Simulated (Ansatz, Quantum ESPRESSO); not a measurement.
## Ag and the pressure, program beside program

The cell as given:

The structure is cubic, space group Fm-3m (No. 225). Conventional cell: a = 4.085 Å, b = 4.085 Å, c = 4.085 Å, α = 90.00°, β = 90.00°, γ = 90.00°. Ag (site symmetry m-3m) is surrounded by 12 Ag at 2.89 Å.

Kept alike: task relaxation of cell and atoms; functional PBEsol; k mesh 11 × 11 × 11; occupations fermi-dirac, width 0.05 eV; no spin polarisation. The mesh is that of the run's cell of 1 atom. No spin-orbit coupling.

- A: Ansatz, all-electron LAPW, scalar-relativistic
- B: Quantum ESPRESSO, SSSP 1.3 efficiency PBE, made for PBE, cutoff 939 eV

```csv
pressure (GPa),A: volume (Å³/atom),B: volume (Å³/atom)
0,16.607,?
5,15.999,15.943
10,15.512,15.464
20,14.754,14.717
```

Values on potentials made for another functional: all of B. Values hold for each row's relaxed cell, which stops near the pressure aimed at. The runs follow the start's structure, whether or not it is the stable one at these pressures.

**Question.** Estimate the value left open.

**Answer.** In the median of the other rows B lies -0.048 Å³/atom from the other column, which points to 16.559; the run gave 16.538 Å³/atom, -0.021 from it.
